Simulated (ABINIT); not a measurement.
# Ge (P6_3/mmc) in ABINIT: further runs

One crystal, Ge, is run at these levels: PBEsol, LDA; tasks: single point.

All numbers are computed with ABINIT 10.8.3 (patched build); they aren't measurements. Logs are shortened: lines on timing, memory, paths and dates and some standing lists are left out, and cuts for length are marked. The log counts tension as positive stress, the text compression.

## 1. The structure

Symmetry: P6_3/mmc, No. 194, hexagonal system. The conventional cell has a = 3.998 Å, b = 3.998 Å, c = 6.599 Å, α = 90.00°, β = 90.00°, γ = 120.00°. Ge (site symmetry 3m) is surrounded by 4 Ge at 2.45 to 2.47 Å.

This isn't the form of Ge at room conditions, which is diamond.

## 2. Single point, PBEsol

run.abi

```
# Pseudopotentials
pp_dirpath "./"
pseudos "Ge.upf"

# Structure
acell 3.9975858431 3.9975858432 6.59937795 Angstrom
rprim
     1.0000000000     0.0000000000     0.0000000000
    -0.5000000000     0.8660254038     0.0000000000
     0.0000000000     0.0000000000     1.0000000000
ntypat 1
znucl 32
natom 4
typat 1 1 1 1
xred
     0.3333333333     0.6666666667     0.9370987500
     0.6666666667     0.3333333333     0.4370987500
     0.3333333333     0.6666666667     0.5629012500
     0.6666666667     0.3333333333     0.0629012500

# Plane-wave basis
ecut 35.0

# k points
kptopt 1
ngkpt 6 6 3
nshiftk 1
shiftk 0.0 0.0 0.0

# Exchange and correlation
ixc -116133

# Bands and occupations
nband 34
occopt 3
tsmear 0.00183747

# SCF cycle
nstep 100
tolvrs 1.0e-10

# Output
iomode 3
prtwf 0
prteig 0
prtebands 0
prtvol 2
prtden 1
prtvha 1
prtvclmb 1
prtpot 1
prtelf 1
```

Potentials or basis: PseudoDojo NC SR PBEsol v0.4.1 standard.

Run with:

```console
$ mpirun --bind-to none -np 4 abinit run.abi > log 2>&1
```

run.abo:

```text
.Version 10.8.3 of ABINIT
 Symmetries : space group P6_3/m m c (#194); Bravais hP (primitive hexag.)
================================================================================
 Values of the parameters that define the memory need of the present run
     intxc =       0    ionmov =       0      iscf =       7    lmnmax =       6
     lnmax =       6     mgfft =      72  mpssoang =       3    mqgrid =    3322
     natom =       4  nloc_mem =       1    nspden =       1   nspinor =       1
    nsppol =       1      nsym =      24    n1xccc =    2501    ntypat =       1
    occopt =       3   xclevel =       2
       mpw =        6123          nfft =      145800          nkpt =          14
================================================================================
================================================================================

--------------------------------------------------------------------------------
------------- Echo of variables that govern the present computation ------------
--------------------------------------------------------------------------------
 -outvars: echo values of preprocessed input variables --------
            acell      7.5543424083E+00  7.5543424085E+00  1.2471016927E+01 Bohr
              amu      7.26100000E+01
             ecut      3.50000000E+01 Hartree
              ixc     -116133
         kptrlatt        6    0    0      0    6    0      0    0    3
          kptrlen      3.74130508E+01
            natom           4
            nband          34
            ngfft          45      45      72
             nkpt          14
            nstep         100
             nsym          24
           ntypat           1
           occopt           3
        prtebands           0
           prteig           0
           prtelf           1
           prtpot           1
         prtvclmb           1
           prtvha           1
           prtvol           2
            prtwf           0
            rprim      1.0000000000E+00  0.0000000000E+00  0.0000000000E+00
                      -5.0000000000E-01  8.6602540380E-01  0.0000000000E+00
                       0.0000000000E+00  0.0000000000E+00  1.0000000000E+00
          spgroup         194
           tolvrs      1.00000000E-10
           tsmear      1.83747000E-03 Hartree
            typat      1  1  1  1
           xangst     -3.3333342438E-11  2.3080072627E+00  6.1842688277E+00
                       1.9987929215E+00  1.1540036314E+00  2.8845798527E+00
                      -3.3333342438E-11  2.3080072627E+00  3.7147980973E+00
                       1.9987929215E+00  1.1540036314E+00  4.1510912228E-01
            xcart     -6.2990888069E-11  4.3615016231E+00  1.1686574373E+01
                       3.7771712041E+00  2.1807508116E+00  5.4510659100E+00
                      -6.2990888069E-11  4.3615016231E+00  7.0199510169E+00
                       3.7771712041E+00  2.1807508116E+00  7.8444255347E-01
             xred      3.3333333333E-01  6.6666666667E-01  9.3709875000E-01
                       6.6666666667E-01  3.3333333333E-01  4.3709875000E-01
                       3.3333333333E-01  6.6666666667E-01  5.6290125000E-01
                       6.6666666667E-01  3.3333333333E-01  6.2901250000E-02
            znucl       32.00000

================================================================================

 chkinp: Checking input parameters for consistency.

================================================================================
== DATASET  1 ==================================================================

--- !DatasetInfo
iteration_state: {dtset: 1, }
dimensions: {natom: 4, nkpt: 14, mband: 34, nsppol: 1, nspinor: 1, nspden: 1, mpw: 6123, }
cutoff_energies: {ecut:  35.0, pawecutdg:  -1.0, }
electrons: {nelect:   5.60000000E+01, charge:   0.00000000E+00, occopt:   3.00000000E+00, tsmear:   1.83747000E-03, }
meta: {optdriver: 0, ionmov: 0, optcell: 0, iscf: 7, paral_kgb: 0, }
...

 Real(R)+Recip(G) space primitive vectors, cartesian coordinates (Bohr,Bohr^-1):
 R(1)=  7.5543424  0.0000000  0.0000000  G(1)=  0.1323742  0.0764263  0.0000000
 R(2)= -3.7771712  6.5422524  0.0000000  G(2)=  0.0000000  0.1528526  0.0000000
[... 183 lines left out ...]
  1.57E-16 1.56E-16 2.59E-17 2.15E-17 1.33E-16 1.33E-16 4.27E-16 4.27E-16
  2.61E-16 2.63E-16 2.60E-16 2.60E-16 5.46E-16 5.46E-16 2.73E-16 6.64E-13
  1.42E-11 5.71E-12
 reduced coordinates (array xred) for    4 atoms
       0.333333333333      0.666666666667      0.937098750000
       0.666666666667      0.333333333333      0.437098750000
       0.333333333333      0.666666666667      0.562901250000
       0.666666666667      0.333333333333      0.062901250000
 rms dE/dt=  2.9127E-03; max dE/dt=  5.0450E-03; dE/dt below (all hartree)
    1      -0.000000000000     -0.000000000000      0.005045028205
    2       0.000000000000      0.000000000000      0.005045028205
    3       0.000000000000     -0.000000000000     -0.005045028205
    4      -0.000000000000      0.000000000000     -0.005045028205

 cartesian coordinates (angstrom) at end:
    1     -0.00000000003333     2.30800726272163     6.18426882772256
    2      1.99879292153333     1.15400363136081     2.88457985272256
    3     -0.00000000003333     2.30800726272163     3.71479809727744
    4      1.99879292153333     1.15400363136081     0.41510912227744

 cartesian forces (hartree/bohr) at end:
    1      0.00000000000000     0.00000000000000    -0.00040454024197
    2     -0.00000000000000    -0.00000000000000    -0.00040454024197
    3     -0.00000000000000     0.00000000000000     0.00040454024197
    4      0.00000000000000     0.00000000000000     0.00040454024197
 frms,max,avg= 2.3356142E-04 4.0454024E-04   0.000E+00  0.000E+00  0.000E+00 h/b

 cartesian forces (eV/Angstrom) at end:
    1      0.00000000000000     0.00000000000000    -0.02080229563368
    2     -0.00000000000000    -0.00000000000000    -0.02080229563368
    3     -0.00000000000000     0.00000000000000     0.02080229563368
    4      0.00000000000000     0.00000000000000     0.02080229563368
 frms,max,avg= 1.2010211E-02 2.0802296E-02   0.000E+00  0.000E+00  0.000E+00 e/A
 length scales=  7.554342408265  7.554342408454 12.471016926855 bohr
              =  3.997585843100  3.997585843200  6.599377950000 angstroms
 Fermi (or HOMO) energy (hartree) =   0.14374   Average Vxc (hartree)=  -0.37468
 Eigenvalues (hartree) for nkpt=  14  k points:
 kpt#   1, nband= 34, wtk=  0.00926, kpt=  0.0000  0.0000  0.0000 (reduced coord)
  -0.77283   -0.77283   -0.77144   -0.77142   -0.77142   -0.77095   -0.77051   -0.77051
  -0.76860   -0.76860   -0.76404   -0.76404   -0.76356   -0.76298   -0.76281   -0.76281
  -0.76218   -0.76218   -0.76107   -0.76107   -0.32688   -0.25179   -0.13716    0.08885
   0.08885    0.13751    0.13806    0.14148    0.14769    0.14769    0.22570    0.22570
   0.24360    0.30983
      occupation numbers for kpt#   1
   2.00000    2.00000    2.00000    2.00000    2.00000    2.00000    2.00000    2.00000
   2.00000    2.00000    2.00000    2.00000    2.00000    2.00000    2.00000    2.00000
   2.00000    2.00000    2.00000    2.00000    2.00000    2.00000    2.00000    2.00000
   2.00000    1.93489    1.91282    1.54783    0.20821    0.20821    0.00000    0.00000
   0.00000    0.00000
 kpt#   2, nband= 34, wtk=  0.05556, kpt=  0.1667  0.0000  0.0000 (reduced coord)
  -0.77330   -0.77300   -0.77192   -0.77173   -0.77139   -0.77040   -0.77003   -0.76949
  -0.76811   -0.76794   -0.76482   -0.76479   -0.76456   -0.76333   -0.76271   -0.76269
  -0.76227   -0.76187   -0.76080   -0.76053   -0.31588   -0.24036   -0.13669    0.01460
   0.04425    0.06852    0.11691    0.12798    0.18214    0.19977    0.24817    0.25354
[... 136 lines left out ...]
   2.00000    2.00000    2.00000    2.00000    2.00000    2.00000    2.00000    2.00000
   2.00000    2.00000    2.00000    2.00000    0.00000    0.00000    0.00000    0.00000
   0.00000    0.00000
 kpt#  14, nband= 34, wtk=  0.03704, kpt=  0.3333  0.3333  0.3333 (reduced coord)
  -0.77360   -0.77321   -0.77279   -0.77279   -0.76974   -0.76974   -0.76808   -0.76752
  -0.76693   -0.76693   -0.76629   -0.76629   -0.76517   -0.76490   -0.76432   -0.76432
  -0.76097   -0.76097   -0.76043   -0.76008   -0.21488   -0.21488   -0.15197   -0.15197
  -0.02903    0.00194    0.05230    0.05230    0.21295    0.21295    0.24341    0.34587
   0.35072    0.35072
      occupation numbers for kpt#  14
   2.00000    2.00000    2.00000    2.00000    2.00000    2.00000    2.00000    2.00000
   2.00000    2.00000    2.00000    2.00000    2.00000    2.00000    2.00000    2.00000
   2.00000    2.00000    2.00000    2.00000    2.00000    2.00000    2.00000    2.00000
   2.00000    2.00000    2.00000    2.00000    0.00000    0.00000    0.00000    0.00000
   0.00000    0.00000
 Total charge density [el/Bohr^3]
)     Maximum=    2.0261E+00  at reduced coord.    0.3778    0.7111    0.9861
)Next maximum=    2.0261E+00  at reduced coord.    0.3333    0.7111    0.9861
)     Minimum=    1.9470E-03  at reduced coord.    0.0000    0.0000    0.2500
)Next minimum=    1.9470E-03  at reduced coord.    0.0000    0.0000    0.7500
   Integrated=    5.6000E+01

--- !EnergyTerms
iteration_state     : {dtset: 1, }
comment             : Components of total free energy in Hartree
kinetic             :  2.67937504963592E+02
hartree             :  1.11208369559614E+02
xc                  : -8.63747072284739E+01
Ewald energy        : -1.96672286965792E+02
psp_core            :  1.12182169173785E+01
local_psp           : -2.75467910034129E+02
non_local_psp       : -1.88649752435442E+02
internal            : -3.56800565223253E+02
'-kT*entropy'       : -7.16342612433004E-05
total_energy        : -3.56800636857514E+02
total_energy_eV     : -9.70903994234183E+03
band_energy         : -3.17177071846106E+01
...

 Cartesian components of stress tensor (hartree/bohr^3)
  sigma(1 1)=  5.38346442E-05  sigma(3 2)=  0.00000000E+00
  sigma(2 2)=  5.38346426E-05  sigma(3 1)=  0.00000000E+00
  sigma(3 3)=  7.26633794E-05  sigma(2 1)=  2.63643267E-13

-Cartesian components of stress tensor (GPa)         [Pressure= -1.7685E+00 GPa]
- sigma(1 1)=  1.58386992E+00  sigma(3 2)=  0.00000000E+00
- sigma(2 2)=  1.58386987E+00  sigma(3 1)=  0.00000000E+00
- sigma(3 3)=  2.13783043E+00  sigma(2 1)=  7.75665272E-09

== END DATASET(S) ==============================================================
================================================================================

 -outvars: echo values of variables after computation  --------
            acell      7.5543424083E+00  7.5543424085E+00  1.2471016927E+01 Bohr
           etotal     -3.5680063686E+02
            fcart      9.9802288768E-28  2.8810439142E-27 -4.0454024197E-04
                      -1.2831722842E-27 -3.7041993182E-27 -4.0454024197E-04
                      -1.2831722842E-27  2.4694662120E-28  4.0454024197E-04
                       1.5683216806E-27  5.7620878286E-28  4.0454024197E-04
            rprim      1.0000000000E+00  0.0000000000E+00  0.0000000000E+00
                      -5.0000000000E-01  8.6602540380E-01  0.0000000000E+00
                       0.0000000000E+00  0.0000000000E+00  1.0000000000E+00
           strten      5.3834644195E-05  5.3834642625E-05  7.2663379427E-05
                       0.0000000000E+00  0.0000000000E+00  2.6364326736E-13
           xangst     -3.3333342438E-11  2.3080072627E+00  6.1842688277E+00
                       1.9987929215E+00  1.1540036314E+00  2.8845798527E+00
                      -3.3333342438E-11  2.3080072627E+00  3.7147980973E+00
                       1.9987929215E+00  1.1540036314E+00  4.1510912228E-01
             xred      3.3333333333E-01  6.6666666667E-01  9.3709875000E-01
                       6.6666666667E-01  3.3333333333E-01  4.3709875000E-01
                       3.3333333333E-01  6.6666666667E-01  5.6290125000E-01
                       6.6666666667E-01  3.3333333333E-01  6.2901250000E-02
 Calculation completed.
```

It took 38 s on 4 MPI ranks of Arm Neoverse V2, shared host; peak memory 0.44 GiB.

Results:

```yaml
Free_energy: -9709.0399 eV
Pressure: -1.8 GPa
Largest_force: 0.021 eV/Å
Band_gap_on_the_k_mesh: 0.17 eV, direct
Valence_electrons_inside_the_program's_atomic_spheres: Ge 11.56 (radii [1.0584] Å)
```

Forces on the atoms (eV/Å):
```
Ge   0.000  0.000 -0.021
Ge   0.000  0.000 -0.021
Ge   0.000  0.000  0.021
Ge   0.000  0.000  0.021
```

Stress tensor (GPa, compression positive):
```
-1.58  0.00  0.00
 0.00 -1.58  0.00
 0.00  0.00 -2.14
```

Levels at points of the mesh, in eV from the valence-band top:
```csv
k point,band 25,band 26,band 27,band 28,band 29,band 30,band 31,band 32
"(0.00, 0.00, 0.00)",-1.43,-0.11,-0.09,0.00,0.17,0.17,2.29,2.29
"(0.50, 0.00, 0.00)",-4.55,-3.02,-2.78,-1.40,0.51,1.65,3.54,3.72
```

Caveat: an odd mesh through Γ misses points on the zone boundary, where band edges often lie.

(Part 1 of 2 ends here.)
